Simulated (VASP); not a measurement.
# TiB2 (P6/mmm) in VASP: electric field gradients with PBEsol

Aim: the electric field gradients of TiB2 with PBEsol.

All numbers are computed with VASP 6.6.1; they aren't measurements. Logs are shortened: lines on timing, memory, paths and dates and some standing lists are left out, and cuts for length are marked.

### Step 1. The crystal as given

It takes space group P6/mmm (No. 191, hexagonal). Conventional cell: a = 3.029 Å, b = 3.029 Å, c = 3.228 Å, α = 90.00°, β = 90.00°, γ = 120.00°. Ti (site symmetry 6/mmm) is surrounded by 12 B at 2.38 Å. B (site symmetry -6m2) is surrounded by 3 B at 1.75 Å.

### Step 2. Electric field gradients, PBEsol

Contents of INCAR:

```
PREC     = Accurate       # precision mode
ENCUT    = 520            # plane-wave cutoff, eV
EDIFF    = 1E-7           # SCF threshold, eV
ISMEAR   = -1             # smearing method
SIGMA    = 0.05           # smearing width, eV
LREAL    = F              # projectors in reciprocal space
LASPH    = T              # aspherical terms in the spheres
NELM     = 100            # most SCF steps
ALGO     = Normal         # electronic algorithm
ISIF     = 2              # what is computed and relaxed
LWAVE    = F              # write WAVECAR
LCHARG   = F              # write CHGCAR
GGA      = PS             # functional
LEFG     = T
```

Contents of KPOINTS:

```
Automatic mesh
0
Gamma
  12 12 10
```

Contents of POSCAR:

```
TiB2
1.0
    3.0292000000      0.0000000000      0.0000000000
   -1.5146000000      2.6233641531      0.0000000000
    0.0000000000      0.0000000000      3.2284000000
Ti B
1 2
Direct
    0.0000000000      0.0000000000      0.0000000000
    0.3333333333      0.6666666667      0.5000000000
    0.6666666667      0.3333333333      0.5000000000
```

Potentials or basis: VASP PAW PBE potentials, release 64 (Ti_sv, B).

Run with:

```
cat potpaw_PBE.64/Ti_sv/POTCAR potpaw_PBE.64/B/POTCAR > POTCAR
mpirun -np 1 vasp_std > vasp.out
```

OUTCAR:

```text
PREC = Accurate
   ENCUT = 520
   EDIFF = 1E-7
   ISMEAR = -1
   LREAL = F
   LASPH = T
   NELM = 100
   ISIF = 2
   GGA = PS

 ion  position               nearest neighbor table
   1  0.000  0.000  0.000-   2 2.38   3 2.38   2 2.38   3 2.38   2 2.38   2 2.38   3 2.38   3 2.38
                             3 2.38   3 2.38   2 2.38   2 2.38
   2  0.333  0.667  0.500-   3 1.75   3 1.75   3 1.75   1 2.38   1 2.38   1 2.38   1 2.38   1 2.38
                             1 2.38
   3  0.667  0.333  0.500-   2 1.75   2 1.75   2 1.75   1 2.38   1 2.38   1 2.38   1 2.38   1 2.38
                             1 2.38

  LATTYP: Found a hexagonal cell.
 ALAT       =     3.0292000000
 C/A-ratio  =     1.0657599366

  Lattice vectors:

 A1 = (   3.0292000000,   0.0000000000,   0.0000000000)
 A2 = (  -1.5146000000,   2.6233641531,   0.0000000000)
 A3 = (   0.0000000000,   0.0000000000,   3.2284000000)

Analysis of symmetry for initial positions (statically):
=====================================================================
 Subroutine PRICEL returns:
 Original cell was already a primitive cell.

 Routine SETGRP: Setting up the symmetry group for a
 hexagonal supercell.

 Subroutine GETGRP returns: Found 24 space group operations
 (whereof 24 operations were pure point group operations)
 out of a pool of 24 trial point group operations.

The static configuration has the point symmetry D_6h.

Analysis of symmetry for dynamics (positions and initial velocities):
=====================================================================
 Subroutine PRICEL returns:
 Original cell was already a primitive cell.

 Routine SETGRP: Setting up the symmetry group for a
 hexagonal supercell.

 Subroutine GETGRP returns: Found 24 space group operations
 (whereof 24 operations were pure point group operations)
 out of a pool of 24 trial point group operations.

The dynamic configuration has the point symmetry D_6h.

 Subroutine INISYM returns: Found 24 space group operations
 (whereof 24 operations are pure point group operations),
 and found     1 'primitive' translations

----------------------------------------------------------------------------------------

                                     Primitive cell

  volume of cell :      25.6551

  direct lattice vectors                    reciprocal lattice vectors
     3.029200000  0.000000000  0.000000000     0.330120164  0.190594965  0.000000000
    -1.514600000  2.623364153  0.000000000     0.000000000  0.381189931  0.000000000
     0.000000000  0.000000000  3.228400000     0.000000000  0.000000000  0.309750960

  length of vectors
     3.029200000  3.029200000  3.228400000     0.381189931  0.381189931  0.309750960

  position of ions in fractional coordinates (direct lattice)
     0.000000000  0.000000000  0.000000000
     0.333333333  0.666666667  0.500000000
     0.666666667  0.333333333  0.500000000

  ion indices of the primitive-cell ions
   primitive index   ion index
                 1           1
                 2           2
                 3           3

----------------------------------------------------------------------------------------

 KPOINTS: Automatic mesh

Automatic generation of k-mesh.
 Grid dimensions read from file:
 generate k-points for:   12   12   10

 Generating k-lattice:

  Cartesian coordinates                     Fractional coordinates (reciprocal lattice)
     0.027510014  0.015882914  0.000000000     0.083333333  0.000000000  0.000000000
     0.000000000  0.031765828  0.000000000     0.000000000  0.083333333  0.000000000
     0.000000000  0.000000000  0.030975096     0.000000000  0.000000000  0.100000000

  Length of vectors
     0.031765828  0.031765828  0.030975096

[... 38 lines left out ...]
   dimension x,y,z NGX =    24 NGY =   24 NGZ =   24
   dimension x,y,z NGXF=    48 NGYF=   48 NGZF=   48
   ions per type =               1   2
   NGX,Y,Z   is equivalent  to a cutoff of  13.17, 13.17, 12.36 a.u.
   NGXF,Y,Z  is equivalent  to a cutoff of  26.34, 26.34, 24.72 a.u.
 SYSTEM =  unknown system
   PREC   = accura    normal or accurate (medium, high low for compatibility)
   ISTART =      0    job   : 0-new  1-cont  2-samecut
   ICHARG =      2    charge: 1-file 2-atom 10-const
   ISPIN  =      1    spin polarized calculation?
   LNONCOLLINEAR =      F non collinear calculations
   LSORBIT =      F    spin-orbit coupling
   LASPH  =      T    aspherical Exc in radial PAW
   ENCUT  =  520.0 eV  38.22 Ry    6.18 a.u.   5.63  5.63  6.00*2*pi/ulx,y,z
   NELM   =    100;   NELMIN=  2; NELMDL= -5     # of ELM steps
   EDIFF  = 0.1E-06   stopping-criterion for ELM
   LREAL  =      F    real-space projection
   EDIFFG = 0.1E-05   stopping-criterion for IOM
   NSW    =      0    number of steps for IOM
   IBRION =     -1    ionic relax: 0-MD 1-quasi-New 2-CG
[... 8 lines left out ...]
   EMIN   =  10.00;   EMAX   =-10.00  energy-range for DOS
   EFERMI =   0.00;   METHOD = LEGACY
   ISMEAR =    -1;   SIGMA  =   0.05  broadening in eV -4-tet -1-fermi 0-gaus
   EFERMI_NEDOS =   21; number of points for ismear=-14 and -15
   IALGO  =     38    algorithm
   IMIX   =      4    mixing-type and parameters
     AMIX     =   0.40;   BMIX     =  1.00
     AMIX_MAG =   1.60;   BMIX_MAG =  1.00
  volume/ion in A,a.u.               =       8.55        57.71
  Fermi-wavevector in a.u.,A,eV,Ry     =   1.454703  2.748990 28.792122  2.116161
  Thomas-Fermi vector in A             =   2.571823
   LORBIT       =      0    0 simple, 1 ext, 2 COOP (PROOUT), +10 PAW based schemes
   GGA     = PS    functional components
   LHFCALC =     F    Hartree Fock is set to
   AEXX    =    0.0000 exact exchange contribution
   IVDW    =     0    specifies the selected vdW correction
   LEPSILON=     F    determine dielectric tensor
   LRPA    =     F    only Hartree local field effects (RPA)
 non-spin polarized calculation
  energy-cutoff  :      520.00
  volume of cell :       25.66
 maximum number of plane-waves:       721
 NGX is ok and might be reduce to    24
   NGX = 11   NGY = 11   NGZ = 13

 number of electron      18.0000002 magnetization

 Free energy of the ion-electron system (eV)
  ---------------------------------------------------
  ext. energy  EPLUGINS =         0.00000000
  ---------------------------------------------------
  free energy    TOTEN  =       -25.78505735 eV

  energy without entropy =      -25.78142464  energy(sigma->0) =      -25.78324099

 E-fermi :   9.9189     XC(G=0): -12.8719

 val. band max:        9.9131160616   @ k =   0.0833  -0.0000   0.3000
 cond. band min:       9.9264710643   @ k =   0.0833  -0.0000   0.4000
 fundamental gap:      0.0133550028
 Fermi energy:         9.9189239893

 k-point     1 :       0.0000    0.0000    0.0000
  band No.  band energies     occupation
      1     -46.7955      2.00000
      2     -23.2535      2.00000
      3     -22.9348      2.00000
      4     -22.9348      2.00000
      5      -3.5620      2.00000
      6       7.3137      2.00000
      7       7.3137      2.00000
      8       7.6019      2.00000
      9       7.7572      2.00000
     10      11.7997      0.00000
     11      11.7997      0.00000
     12      13.5872      0.00000
     13      13.5872      0.00000
[... 354 lines left out ...]
  band No.  band energies     occupation
      1     -46.7523      2.00000
      2     -23.2440      2.00000
      3     -23.2180      2.00000
      4     -23.0043      2.00000
      5      -1.4717      2.00000
      6       3.3032      2.00000
      7       6.6245      2.00000
      8       6.7402      2.00000
      9       7.9702      2.00000
     10      11.4234      0.00000
     11      12.0195      0.00000
     12      12.6345      0.00000
     13      13.6060      0.00000

 [... further k-points ...]

------------------------ aborting loop because EDIFF is reached ----------------------------------------

  FORCE on cell =-STRESS in cart. coord.  units (eV):
  Direction    XX          YY          ZZ          XY          YZ          ZX
  --------------------------------------------------------------------------------------
  -------------------------------------------------------------------------------------
  Total       -0.6184339     -0.6184339     -1.0622668      0.0000000      0.0000000      0.0000000
  in kB      -38.6215762    -38.6215762    -66.3392156      0.0000000      0.0000000      0.0000000
  external PRESSURE =     -47.8607893 kB  Pullay stress =       0.0000000 kB

 VOLUME and BASIS-vectors are now :
 -----------------------------------------------------------------------------
  energy-cutoff  :      520.00
  volume of cell :       25.66
      direct lattice vectors                 reciprocal lattice vectors
     3.029200000  0.000000000  0.000000000     0.330120164  0.190594965  0.000000000
    -1.514600000  2.623364153  0.000000000     0.000000000  0.381189931  0.000000000
     0.000000000  0.000000000  3.228400000     0.000000000  0.000000000  0.309750960

 POSITION                                       TOTAL-FORCE (eV/Angst)
 -----------------------------------------------------------------------------------
      0.00000      0.00000      0.00000         0.000000      0.000000      0.000000
     -0.00000      1.74891      1.61420        -0.000000      0.000000      0.000000
      1.51460      0.87445      1.61420         0.000000     -0.000000     -0.000000
 -----------------------------------------------------------------------------------
    total drift:                               -0.000000      0.000000      0.000000

  FREE ENERGIE OF THE ION-ELECTRON SYSTEM (eV)
  ---------------------------------------------------
  free  energy   TOTEN  =       -25.7850573518 eV

  energy  without entropy=      -25.7814246356  energy(sigma->0) =      -25.78324099

 Electric field gradients (V/A^2)
---------------------------------------------------------------------
 ion       V_xx      V_yy      V_zz      V_xy      V_xz      V_yz
---------------------------------------------------------------------
   1      -9.096    -9.098    18.194    -0.001    -0.000    -0.000
   2      -2.309    -2.309     4.619     0.000     0.000    -0.000
   3      -2.309    -2.309     4.619     0.000     0.000    -0.000
---------------------------------------------------------------------

 Electric field gradients after diagonalization (V/A^2)
 (convention: |V_zz| > |V_xx| > |V_yy|)
----------------------------------------------------------------------
 ion       V_xx      V_yy      V_zz     asymmetry (V_yy - V_xx)/ V_zz
----------------------------------------------------------------------
   1      -9.099    -9.096    18.194       0.000
   2      -2.309    -2.309     4.619       0.000
   3      -2.309    -2.309     4.619       0.000
----------------------------------------------------------------------

           NMR quadrupolar parameters

 Cq : quadrupolar parameter    Cq=e*Q*V_zz/h
 eta: asymmetry parameters     (V_yy - V_xx)/ V_zz
 Q  : nuclear electric quadrupole moment in mb (millibarn)
----------------------------------------------------------------------
 ion       Cq(MHz)       eta       Q (mb)
----------------------------------------------------------------------
   1       0.044       0.000       1.000
   2       0.011       0.000       1.000
   3       0.011       0.000       1.000
----------------------------------------------------------------------
```

Run time: 17 s. Hardware: 1 thread of Intel Xeon Platinum 8488C (Sapphire Rapids), shared host; peak memory 0.16 GiB.

Results:

| Quantity | Value |
| --- | --- |
| Free energy | -25.7851 eV |
| Pressure | -4.8 GPa |
| Band gap on the k mesh | none (metal or under the smearing width) |

Stress tensor (GPa, compression positive):
```
-3.86  0.00  0.00
 0.00 -3.86  0.00
 0.00  0.00 -6.63
```

Electric field gradients, principal values (V/Å²):
```csv
atom,Vxx,Vyy,Vzz
1 Ti,-9.096,-9.099,18.194
2 B,-2.309,-2.309,4.619
3 B,-2.309,-2.309,4.619
```

Caveat: the PAW data sets were made with another functional, which shifts forces and pressure a little.
